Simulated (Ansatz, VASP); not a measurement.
One calculation of TiH, two programs

```
Ti H
1.0
     0.00000    2.08970    2.08970
     2.08970    0.00000    2.08970
     2.08970    2.08970    0.00000
Ti H
1 1
Direct
  0.00000 0.00000 0.00000
  0.50000 0.50000 0.50000
```

The cell comes from a database or a generator and needn't be the stable form of this composition.

Alike in both runs: task relaxation of cell and atoms; functional LDA; k mesh 18 × 18 × 18; occupations gaussian, width 0.1 eV; no spin polarisation.

|  | VASP | Ansatz |
| --- | --- | --- |
| version | VASP 6.6.1 | Ansatz 0.2.0 |
| potentials or method | VASP PAW LDA potentials, release 64 (Ti_sv, H) | scalar-relativistic, plane waves, PAW |
| plane-wave cutoff (eV) | 600 | 520 |
| valence electrons in the cell | 13 | 13 |

|  | VASP | Ansatz | Ansatz less VASP |
| --- | --- | --- | --- |
| gap on the k mesh at the Fermi level, each at its own relaxed structure (eV) | none | none | - |
| relaxed volume (Å³/atom) | 8.64 | 8.64 | -0.008 |
| relaxed cell length with the largest relative difference (Å) | 2.902 | 2.901 | -0.0009 |
| energy change over the relaxation (meV/atom) | -12 | -13 | -0.6 |

A gap of «none» marks a metal or a gap that the smearing closes.
